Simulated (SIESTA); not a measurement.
Crystal: MnO2.

```
CELL_PARAMETERS angstrom
4.40042 0.00000 0.00000
0.00000 4.40042 0.00000
0.00000 0.00000 2.86708
ATOMIC_POSITIONS crystal
Mn 0.50000 0.50000 0.50000
Mn 0.00000 0.00000 0.00000
O 0.80492 0.19508 0.50000
O 0.69508 0.69508 0.00000
O 0.19508 0.80492 0.50000
O 0.30492 0.30492 0.00000
```

The cell is a database's computed one.

- Program: SIESTA 5.4.2
- Task: single point
- Functional: PBEsol
- Potentials or basis: PseudoDojo 0.4 standard (PBEsol files)
- Basis: DZP (energy shift 0.003 Ry; two zetas on semicore shells)
- Grid cutoff: 800 Ry
- Energy shift: 0.003 Ry
- k mesh: 6 × 6 × 9
- Occupations: fermi-dirac, width 0.05 eV
- Spin: collinear spin, ferromagnetic start
- Starting moments: [4.0, 4.0, 0.0, 0.0, 0.0, 0.0] μB

On this cell: pressure -0.2 GPa; largest force 0.008 eV/Å; net moment 5.96 μB per cell; site moments Mn +2.75; O +0.11 μB; band gap on the k mesh none (metal or under the smearing width).

The same run follows on a disturbed copy (atoms moved at random, drawn with an rms of 0.05 Å):

```xyz
6
Lattice="4.4004 0.0000 0.0000 0.0000 4.4004 0.0000 0.0000 0.0000 2.8671" Properties=species:S:1:pos:R:3 pbc="T T T"
Mn    2.1573    2.1638    1.4078
Mn    0.0442   -0.0267   -0.0328
O     3.5859    0.8463    1.4938
O     3.0663    3.0924   -0.0437
O     0.8674    3.4941    1.4032
O     1.3359    1.2744    0.0326
```

Question: What does the disturbed cell give?

Answer: The energy (extrapolated to zero smearing) moves by +31.2 meV/atom; pressure 0.4 GPa; largest force 1.702 eV/Å; net moment 5.95 μB per cell; site moments Mn +2.80, +2.71; O +0.11 μB; band gap on the k mesh none (metal or under the smearing width).

Forces in eV/Å, atoms in the order of the input:
```
Mn   1.501  0.518  0.611
Mn  -1.079 -0.311  0.669
O   -0.241  0.316 -1.118
O   -0.892 -1.004  0.372
O   -0.034 -0.067  0.174
O    0.745  0.549 -0.708
```

Stress tensor (GPa, compression positive):
```
 1.56  0.20  3.11
 0.20  0.81 -0.31
 3.11 -0.31 -1.20
```

Caveats: short orbitals over semicore shells can move pressures by several GPa; the basis of atomic orbitals isn't converged, which shifts pressures, moduli and gaps; semilocal functionals often make such compounds metallic where correlation or magnetic order opens a gap, which also shifts bond lengths; only a ferromagnetic start was run, and an antiferromagnetic order may lie lower in energy.
